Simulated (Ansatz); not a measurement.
# TaN: further runs on the relaxed cell

The task here is to estimate one member of a computed series from the others.

Program: Ansatz 0.2.0. Level of theory: DFT PBE, scalar-relativistic, plane waves, PAW. These are calculated values, not measurements.

1 further run of the same task is left out (set aside as unsound or not needed).

### Starting point

The structure is hexagonal, space group P-6m2 (No. 187). Conventional cell: a = 2.950 Å, b = 2.950 Å, c = 2.898 Å, α = 90.00°, β = 90.00°, γ = 120.00°. Ta (site symmetry -6m2) has 6 N at 2.24 Å as nearest neighbours. Around N (site symmetry -6m2) lie 6 Ta at 2.24 Å.

Structure file:

```cif
data_structure
_symmetry_space_group_name_H-M 'P 1'
_symmetry_Int_Tables_number 1
_cell_length_a 2.9502
_cell_length_b 2.9502
_cell_length_c 2.8978
_cell_angle_alpha 90.000
_cell_angle_beta 90.000
_cell_angle_gamma 120.000
_cell_volume 21.84
loop_
_atom_site_label
_atom_site_type_symbol
_atom_site_fract_x
_atom_site_fract_y
_atom_site_fract_z
_atom_site_occupancy
Ta1 Ta 0.33333 0.66667 0.50000 1
N1 N 0.00000 0.00000 0.00000 1
```

This cell was relaxed beforehand with the same method: volume 10.92 Å³/atom, gap on the mesh none (metal).

Set-up of the first run:

input.yaml

```yaml
crystal:
  lattice:
    - [2.9501846714, 0.0, 0.0]
    - [-1.4750923357, 2.5549348713, 0.0]
    - [0.0, 0.0, 2.8977715837]
  atoms:
    - { symbol: Ta, position: [0.3333333333, 0.6666666667, 0.5] }
    - { symbol: "N", position: [0.0, 0.0, 0.0] }
basis:
  ecutwfc: 420
kpoints:
  mp_grid: { grid: [18, 18, 14] }
  band_path:
    path:
      - [[0.0, 0.0, 0.0], [0.5, 0.0, 0.0], [0.33333333, 0.33333333, 0.0], [0.0, 0.0, 0.0], [0.0, 0.0, 0.5], [0.5, 0.0, 0.5], [0.33333333, 0.33333333, 0.5], [0.0, 0.0, 0.5]]
      - [[0.5, 0.0, 0.5], [0.5, 0.0, 0.0]]
      - [[0.33333333, 0.33333333, 0.5], [0.33333333, 0.33333333, 0.0]]
    npoints: 14
hamiltonian:
  xc: pbe
scf:
  occupations: { method: gaussian, width: 0.1 }
  n_extra_bands: 6
output:
  forces: true
  stress: true
  eigenvalues: true
  populations: true
  dos: { projected: true, de: 0.02, nscf_kmesh: { grid: [27, 27, 21] } }
  bader: true
  write_density: true
  write_potential: true
  elf: true
  volumetric_format: npy
```

Run with:

```bash
> ansatz run input.yaml --threads 1 --pin off --max-ram 2560MiB --backend cpu --events-out ev --progress --plain --runs-dir out
```

Among the steps run: Bands, states and charges; The cell under PBEsol; Relaxing with LDA; The cell under PBE+D3(BJ).

One table of the session follows, with a row left open; its other results are not shown here.

It belongs to the step «Relaxed cells side by side». 

```
functional  a (Å)  b (Å)  c (Å)  volume (Å³/atom)
       PBE  2.950  2.950  2.898             10.92
    PBEsol      ?      ?      ?                 ?
       LDA  2.907  2.907  2.852             10.43
PBE+D3(BJ)  2.929  2.929  2.881             10.70
```

Q: Estimate the row for PBEsol from the others.

**Answer.** a (Å): 2.924; b (Å): 2.924; c (Å): 2.871; volume (Å³/atom): 10.63. In the column «a (Å)» it lies between LDA (2.907) and PBE+D3(BJ) (2.929).
